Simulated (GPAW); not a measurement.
# MgH2 (Fm-3m) in GPAW: single point with PBE

Aim: the single point of MgH2 with PBE.

All numbers are computed with GPAW 26.7.0; they aren't measurements. Logs are shortened: lines on timing, memory, paths and dates and some standing lists are left out, and cuts for length are marked. The log counts tension as positive stress, the text compression.

### Step 1. Starting point

The structure is cubic, space group Fm-3m (No. 225). The conventional cell has a = 4.762 Å, b = 4.762 Å, c = 4.762 Å, α = 90.00°, β = 90.00°, γ = 90.00°. Mg (site symmetry m-3m) has 8 H at 2.06 Å as nearest neighbours. Around H (site symmetry -43m) lie 4 Mg at 2.06 Å.

Measurements of this composition are mostly on another form, of space group No. 136.

### Step 2. Single point, PBE

run.py reads:

```python
from ase.dft.bandgap import bandgap
from ase.io import read, write
from ase.units import GPa
from gpaw import GPAW, PW

atoms = read('MgH2.xyz')

calc = GPAW(mode=PW(800),
            xc='PBE',
            kpts={'size': (10, 10, 10), 'gamma': True},
            occupations={'name': 'methfessel-paxton', 'order': 0, 'width': 0.02},
            nbands=15,
            convergence={'density': 1e-05, 'energy': 1e-05},
            maxiter=150,
            txt='gpaw.txt')
atoms.calc = calc
energy = atoms.get_potential_energy()
forces = atoms.get_forces()
stress = atoms.get_stress()
calc.write('gs.gpw')
write('result.traj', atoms)
print(f'Energy: {energy:.6f} eV')
print('Forces (eV/A):')
print(forces.round(4))
print('Stress (GPa):', (stress / GPa).round(3))
print('Fermi level:', round(calc.get_fermi_level(), 4), 'eV')
print(f'Gap: {bandgap(calc)[0]:.4f} eV, direct: {bandgap(calc, direct=True)[0]:.4f} eV')
```

MgH2.xyz reads:

```xyz
3
Lattice="0.0000000000 2.3810671667 2.3810671667 2.3810671667 0.0000000000 2.3810671667 2.3810671667 2.3810671667 0.0000000000" Properties=species:S:1:pos:R:3 pbc="T T T"
Mg     0.0000000000      0.0000000000      0.0000000000
H      1.1905335834      1.1905335834      1.1905335834
H      3.5716007500      3.5716007500      3.5716007500
```

Potentials or basis: GPAW PAW data sets (gpaw-data 1.2.1), pw.

The run is started by

```sh
> OMP_NUM_THREADS=1 python run.py
```

gpaw.txt:

```text
__  _  _
 | _ |_)|_||  |
 |__||  | ||/\| - 26.7.0

Input parameters:
  mode=PW(ecut=800.0),
  convergence={'density': 1e-05, 'energy': 1e-05},
  kpts=MonkhorstPack(size=(10, 10, 10), gamma=True),
  maxiter=150,
  nbands=15,
  occupations=Occupations(name='methfessel-paxton', order=0, width=0.02),
  xc=XC(name='PBE')

Diagonalizing LCAO Hamiltonian
Converting LCAO to pw mode

                   H

           H

       Mg

Atoms  # Å, Bohr magnetons
|   | symbol |        x |        y |        z |    initial magnetic moments |
|---|--------|----------|----------|----------|-----------------------------|
| 0 |     Mg | 0.000000 | 0.000000 | 0.000000 | ( 0.0000,  0.0000,  0.0000) |
| 1 |      H | 1.190534 | 1.190534 | 1.190534 | ( 0.0000,  0.0000,  0.0000) |
| 2 |      H | 3.571601 | 3.571601 | 3.571601 | ( 0.0000,  0.0000,  0.0000) |

Unit cell  # Å
| periodic |        x |        y |        z |  lengths |    angles |
|----------|----------|----------|----------|----------|-----------|
|      yes | 0.000000 | 2.381067 | 2.381067 | 3.367337 | 60.000000 |
|      yes | 2.381067 | 0.000000 | 2.381067 | 3.367337 | 60.000000 |
|      yes | 2.381067 | 2.381067 | 0.000000 | 3.367337 | 60.000000 |

Number of symmetries: 48
Symmetry operations  # r_c * U_cc + t_c -> r_c
|    | kind |            matrix            |
|----|------|------------------------------|
|  0 |  σ   |  1, 0, 0,  1, 0,-1,  1,-1, 0 |
|  1 |  C2  |  1, 0, 0,  1,-1, 0,  1, 0,-1 |
|  2 |  E   |  1, 0, 0,  0, 1, 0,  0, 0, 1 |
|  3 |  σ   |  1, 0, 0,  0, 0, 1,  0, 1, 0 |
|  4 |  C4  |  1, 0,-1,  1, 0, 0,  1,-1, 0 |
|  5 |  S6  |  1, 0,-1,  1,-1, 0,  1, 0, 0 |
|  6 |  σ   |  1, 0,-1,  0, 1,-1,  0, 0,-1 |
|  7 |  C3  |  1, 0,-1,  0, 0,-1,  0, 1,-1 |
|  8 |  S6  |  1,-1, 0,  1, 0, 0,  1, 0,-1 |
|  9 |  C4  |  1,-1, 0,  1, 0,-1,  1, 0, 0 |
| 10 |  C3  |  1,-1, 0,  0,-1, 1,  0,-1, 0 |
| 11 |  σ   |  1,-1, 0,  0,-1, 0,  0,-1, 1 |
| 12 |  σ   |  0, 1, 0,  1, 0, 0,  0, 0, 1 |
| 13 |  C4  |  0, 1, 0,  0, 1,-1, -1, 1, 0 |
| 14 |  C3  |  0, 1, 0,  0, 0, 1,  1, 0, 0 |
| 15 |  S6  |  0, 1, 0, -1, 1, 0,  0, 1,-1 |
| 16 |  C2  |  0, 1,-1,  1, 0,-1,  0, 0,-1 |
| 17 |  σ   |  0, 1,-1,  0, 1, 0, -1, 1, 0 |
| 18 |  S4  |  0, 1,-1,  0, 0,-1,  1, 0,-1 |
| 19 |  C4  |  0, 1,-1, -1, 1, 0,  0, 1, 0 |
| 20 |  C3  |  0, 0, 1,  1, 0, 0,  0, 1, 0 |
| 21 |  σ   |  0, 0, 1,  0, 1, 0,  1, 0, 0 |
| 22 |  S6  |  0, 0, 1,  0,-1, 1, -1, 0, 1 |
| 23 |  C4  |  0, 0, 1, -1, 0, 1,  0,-1, 1 |
| 24 |  S4  |  0, 0,-1,  1, 0,-1,  0, 1,-1 |
| 25 |  C3  |  0, 0,-1,  0, 1,-1,  1, 0,-1 |
| 26 |  C2  |  0, 0,-1,  0,-1, 0, -1, 0, 0 |
| 27 |  S6  |  0, 0,-1, -1, 0, 0,  0,-1, 0 |
| 28 |  S4  |  0,-1, 1,  1,-1, 0,  0,-1, 0 |
| 29 |  C4  |  0,-1, 1,  0, 0, 1, -1, 0, 1 |
| 30 |  C2  |  0,-1, 1,  0,-1, 0,  1,-1, 0 |
| 31 |  σ   |  0,-1, 1, -1, 0, 1,  0, 0, 1 |
| 32 |  C3  |  0,-1, 0,  1,-1, 0,  0,-1, 1 |
| 33 |  S6  |  0,-1, 0,  0, 0,-1, -1, 0, 0 |
| 34 |  S4  |  0,-1, 0,  0,-1, 1,  1,-1, 0 |
| 35 |  C2  |  0,-1, 0, -1, 0, 0,  0, 0,-1 |
| 36 |  C2  | -1, 1, 0,  0, 1, 0,  0, 1,-1 |
| 37 |  S6  | -1, 1, 0,  0, 1,-1,  0, 1, 0 |
| 38 |  S4  | -1, 1, 0, -1, 0, 1, -1, 0, 0 |
| 39 |  C3  | -1, 1, 0, -1, 0, 0, -1, 0, 1 |
| 40 |  S6  | -1, 0, 1,  0, 0, 1,  0,-1, 1 |
| 41 |  C2  | -1, 0, 1,  0,-1, 1,  0, 0, 1 |
| 42 |  C3  | -1, 0, 1, -1, 1, 0, -1, 0, 0 |
| 43 |  S4  | -1, 0, 1, -1, 0, 0, -1, 1, 0 |
| 44 |  C2  | -1, 0, 0,  0, 0,-1,  0,-1, 0 |
| 45 |  i   | -1, 0, 0,  0,-1, 0,  0, 0,-1 |
| 46 |  σ   | -1, 0, 0, -1, 1, 0, -1, 0, 1 |
| 47 |  C2  | -1, 0, 0, -1, 0, 1, -1, 1, 0 |

BZ-sampling:
  Number of BZ points: 1000
  Number of IBZ points: 47

  Monkhorst-Pack size: [10, 10, 10]
  Monkhorst-Pack shift: [0.05, 0.05, 0.05]

K-points  # in reciprocal-cell coordinates
|     |                                coordinates |     weight |
|-----|--------------------------------------------|------------|
|   0 | (  0.00000000,   0.00000000,   0.00000000) | 0.00100000 |
|   1 | (  0.10000000,   0.10000000,   0.00000000) | 0.00600000 |
|   2 | (  0.10000000,   0.10000000,   0.10000000) | 0.00800000 |
|   3 | (  0.20000000,   0.10000000,   0.10000000) | 0.01200000 |
|   4 | (  0.20000000,   0.20000000,   0.00000000) | 0.00600000 |
|   5 | (  0.20000000,   0.20000000,   0.10000000) | 0.02400000 |
|   6 | (  0.20000000,   0.20000000,   0.20000000) | 0.00800000 |
|   7 | (  0.30000000,   0.20000000,   0.10000000) | 0.02400000 |
|   8 | (  0.30000000,   0.20000000,   0.20000000) | 0.02400000 |
|   9 | (  0.30000000,   0.30000000,   0.00000000) | 0.00600000 |
| ... |                                            |            |
|  46 | (  0.50000000,   0.50000000,   0.50000000) | 0.00400000 |

Plane wave coefficients: 1411
Cutoff: 800.0 eV

Spin-components: 1 (collinear spins)
Bands:           15
Projectors:      11
Spin-degeneracy: 2
Datatype:        complex128

Parallelization:
  kpt:    1
  domain: 1
  band:   1

Density:
  Valence electrons: 12.0
  Components: 1
  Grid points: [24 24 24]
  Charge: 0.0  # |e|

Potential:
  Grid points: [24 24 24]

species:
  Mg:
    name:    Magnesium
    Z:       12.0
    valence: 10
    core:    2
    charge:  0.0  # [|e|]
    compensation charges:
      type: gauss
      rc: 0.33  # [Å]
      lmax: 2
    cutoffs:
      filter: 1.86  # [Å]
      core: 0.54  # [Å]
    projectors
    | kind |    occ | energy [eV] | rcut [Å] |
    |------|--------|-------------|----------|
    |   2s |  2.000 |     -79.840 |    1.090 |
    |   3s |  2.000 |      -4.705 |    1.090 |
    |   2p |  6.000 |     -46.613 |    1.085 |
    |   3p |  0.000 |      -1.330 |    1.085 |
    |    d |        |       0.000 |    1.037 |

    Using partial waves for Mg as LCAO basis

  H:
    name:    Hydrogen
    Z:       1.0
    valence: 1
    core:    0
    charge:  0.0  # [|e|]
    compensation charges:
      type: gauss
      rc: 0.15  # [Å]
      lmax: 2
    cutoffs:
      filter: 0.85  # [Å]
      core: 0.53  # [Å]
    projectors
    | kind |    occ | energy [eV] | rcut [Å] |
    |------|--------|-------------|----------|
    |   1s |  1.000 |      -6.494 |    0.476 |
    |    s |        |      20.717 |    0.476 |
    |    p |        |       0.000 |    0.476 |

    Using partial waves for H as LCAO basis

Reference energy: -5474.625213  # eV

eigensolver:
  PPCG
  Converge bands: occupied
  niter=2

density mixing:
  MSR1-Mixer
  Pratt-step length: 0.05
  Maximum mixing coefficient: 0.75
  Old densities: 10
  SVD Regularization: 0.005
  Good broyden scale: 1.0
  Trust region scale: 1.0
  Backstep threshold: 4.0
  History deletion threshold: 6.0
  Fourier metric: weight=20.0, sigma=0.015

occupation numbers:
  Methfessel-Paxton:
    width: 0.0200  # eV
    order: 0

poisson solver:
  ecut: 6400.0  # eV

xc functional:
  name: PBE with 2 nearest neighbor stencil

convergence criteria:
- Maximum integral of absolute [dens]ity change: 1e-05 electrons / valence electron
- Maximum [total energy] change in last 3 cyles: 1e-05 eV / valence electron
- Maximum integral of absolute [eigenst]ate change: 4e-08 eV^2 / valence electron
maximum number of iterations: 150

SCF iterations
|iter     | |      energy | eigst |  dens |
|---------|-|-------------|-------|-------|
|iter:   1| |   -9.235628 | +0.03 |       |
|iter:   2| |   -9.151074 | -2.28 | -0.94 |
|iter:   3| |   -8.618052 | -1.77 | -0.97 |
|iter:   4| |   -8.611832 | -3.26 | -1.67 |
|iter:   5| |   -8.613206 | -4.00 | -2.30 |
|iter:   6| |   -8.613211 | -5.44 | -3.14 |
|iter:   7| |   -8.613212c| -6.96 | -3.93 |
|iter:   8| |   -8.613212c| -8.31c| -4.71 |
|iter:   9| |   -8.613212c| -9.50c| -5.70c|

Converged in 9 steps
Energy contributions relative to reference atoms: (reference = -5474.625213)

Energy contributions:
  Kinetic:           4.551837
  Coulomb:          -3.550180
  Zero:             -0.028311
  External:          0.000000
  Xc:               -9.586558
  Entropy:          -0.000000
  Spinorbit:         0.000000
  ----------------------------
  Free energy:      -8.613212
  Extrapolated:     -8.613212

dipole moment: (-6.834804, -6.834804, -6.834804)  # |e|*Ang

Fermi level: 3.838
Eigenvalues  # (at kpt = [0.000, 0.000, 0.000])
| band index |      eig [eV] | occ [0-2] |
|------------|---------------|-----------|
|          0 |       -72.774 |     2.000 |
|          1 |       -39.544 |     2.000 |
|          2 |       -39.544 |     2.000 |
|          3 |       -39.544 |     2.000 |
|          4 |        -6.095 |     2.000 |
|          5 |         4.760 |     0.000 |
|          6 |        13.173 |     0.000 |
|          7 |        13.173 |     0.000 |
|          8 |        13.173 |     0.000 |
|          9 |        15.767 |     0.000 |
|         10 |        15.767 |     0.000 |
|         11 |        15.767 |     0.000 |
|         12 |        16.505 |     0.000 |
|        ... |               |           |
|         14 |        19.738 |     0.000 |

No gap
No difference between direct/indirect transitions

Forces  # eV/Ang
|       x |        y |        z |
|---------|----------|----------|
| 0.00000 |  0.00000 | -0.00000 |  # Mg   0
| 0.00000 | -0.00000 | -0.00000 |  # H    1
| 0.00000 | -0.00000 |  0.00000 |  # H    2

Stress tensor  # eV/Ang^3
|        x |        y |        z |
|----------|----------|----------|
| 0.001281 | 0.000000 | 0.000000 |
| 0.000000 | 0.001281 | 0.000000 |
| 0.000000 | 0.000000 | 0.001281 |

# Writing to gs.gpw (mode='')
```

Wall time 23 s (1 thread of Arm Neoverse V1, shared host); peak memory 0.16 GiB.

Results:

- Free energy: -8.6132 eV
- Pressure: -0.2 GPa
- Band gap on the k mesh: none (metal or under the smearing width)

Levels at points of the mesh, in eV from the Fermi level:
```
           k point  band 2  band 3  band 4  band 5  band 6  band 7  band 8  band 9  band 10  band 11
(0.00, 0.00, 0.00)  -43.38  -43.38  -43.38   -9.93    0.92    9.33    9.33    9.33    11.93    11.93
(0.50, 0.50, 0.00)  -43.40  -43.39  -43.39   -5.69   -2.34   -0.34    4.72    4.72     7.98    16.79
(0.50, 0.50, 0.50)  -43.40  -43.38  -43.38   -5.69   -5.59    6.80    7.29    9.04     9.04     9.14
```
